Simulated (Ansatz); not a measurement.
Ni:

```
Ni
1.0
    -1.38372    1.38372    1.38372
     1.38372   -1.38372    1.38372
     1.38372    1.38372   -1.38372
Ni
1
Direct
  0.00000 0.00000 0.00000
```

This isn't the form of Ni at room conditions, which is fcc.

Base run:

```yaml
Program: Ansatz 0.2.0
Functional: PBE
Potentials_or_basis: Ansatz PAW
Cutoff: "420 eV (not typed: the program's choice for these potentials)"
k_mesh: 11 × 11 × 11
Occupations: fermi-dirac, width 0.05 eV
Spin: collinear spin, ferromagnetic start
Starting_moments: "[0.5] μB"
Fixed_moment: 0.5 μB
```

Its results: pressure 7.2 GPa; site moments Ni +0.53 μB.

The run is repeated on the same cell with these changes: fixed moment from 0.5 μB to 1 μB; moments at the start from [0.5] to [1.0]. What comes out?

Pressure 12.4 GPa; site moments Ni +1.00 μB.

Caveats: the total moment is fixed, so each spin has its own Fermi level; the thresholds are loose for stress.
